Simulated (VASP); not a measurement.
Wanted: the native input for a VASP 6.6.1 run.

```yaml
Task: relaxation of cell and atoms
Functional: PBEsol
Potentials_or_basis: VASP PAW PBE potentials, release 64 (Ag, O)
Cutoff: 600 eV
k_mesh: 14 × 14 × 14
Occupations: gaussian, width 0.1 eV
Spin: no spin polarisation
Dipole_correction: no
Further_INCAR_settings: ALGO = Normal; EDIFF = 1e-06; IBRION = 2; EDIFFG = -0.005; NSW = 100; ISIF = 3
```

The structure of AgO lies in POSCAR:

```
AgO
1.0
    0.0000000000      2.4740968924      2.4740968924
    2.4740968924      0.0000000000      2.4740968924
    2.4740968924      2.4740968924      0.0000000000
Ag O
1 1
Direct
    0.0000000000      0.0000000000      0.0000000000
    0.7500000000      0.7500000000      0.7500000000
```

These files were run (other wordings do the same):

INCAR

```
SYSTEM = AgO
ALGO = Normal
EDIFF = 1E-6
EDIFFG = -0.005
ENCUT = 600
GGA = PS
IBRION = 2
ISIF = 3
ISMEAR = 0
LASPH = .True.
LCHARG = .False.
LREAL = .False.
LWAVE = .False.
NELM = 100
NSW = 100
PREC = Accurate
SIGMA = 0.1
```

KPOINTS

```
k-points
0
Gamma
  14 14 14
  0 0 0
```

Potentials or basis: VASP PAW PBE potentials, release 64 (Ag, O).

Run with:

```console
$ cat potpaw_PBE.64/Ag/POTCAR potpaw_PBE.64/O/POTCAR > POTCAR
$ mpirun -np 1 vasp_std > vasp.out
```

It gave:

* Relaxed volume: 15.13 Å³/atom
* Relaxed cell: a = 3.497 Å, b = 3.497 Å, c = 3.497 Å, α = 60.00°, β = 60.00°, γ = 60.00°
* Space group after relaxing (to 0.05 Å): F-43m (No. 216)
* Energy gained by relaxing: 0.0 meV/atom
* Ionic steps: 3
* Pressure after relaxing: 0.0 GPa
* Band gap on the k mesh: none (metal or under the smearing width)

Caveat: the PAW data sets were made with another functional, which shifts forces and pressure a little; an odd number of electrons without spin polarisation forces a metal; a magnetic or distorted state may lie lower.

Wall time 30 s on 1 thread of Intel(R) Xeon(R) 6975P-C (Granite Rapids), on a shared host, peak memory 0.2 GiB.
